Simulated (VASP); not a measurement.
The system is ZrH.

```
Zr H
1.0
     0.00000    2.35946    2.35946
     2.35946    0.00000    2.35946
     2.35946    2.35946    0.00000
Zr H
1 1
Direct
  0.00000 0.00000 0.00000
  0.75000 0.75000 0.75000
```

The cell was built by a generator and needn't be a form met in nature.

* Program: VASP 6.6.1
* Task: relaxation of cell and atoms
* Functional: PBE
* Potentials or basis: VASP PAW PBE potentials, release 64 (Zr_sv, H)
* Cutoff: 520 eV
* k mesh: 7 × 7 × 7
* Occupations: gaussian, width 0.15 eV
* Spin: no spin polarisation

At the start: pressure 2.8 GPa; volume 13.14 Å³/atom.

**Question.** How do energy, volume and symmetry change on relaxing?

**Answer.** Over 3 steps the energy falls by 3.2 meV/atom and the volume is 13.45 Å³/atom (+2.4 %); space group F-43m (No. 216, to 0.05 Å).

The path:
| step | energy change (eV) | largest force (eV/Å) | pressure (GPa) | volume (Å³) |
| --- | --- | --- | --- | --- |
| 1 | 0.0000 | 0.0000 | 2.84 | 26.27 |
| 2 | -0.0053 | 0.0000 | -2.37 | 27.17 |
| 3 | -0.0064 | 0.0000 | 0.31 | 26.91 |

Final structure:
```
CELL_PARAMETERS angstrom
0.00000 2.37842 2.37842
2.37842 0.00000 2.37842
2.37842 2.37842 0.00000
ATOMIC_POSITIONS crystal
Zr 0.00000 0.00000 0.00000
H 0.75000 0.75000 0.75000
```
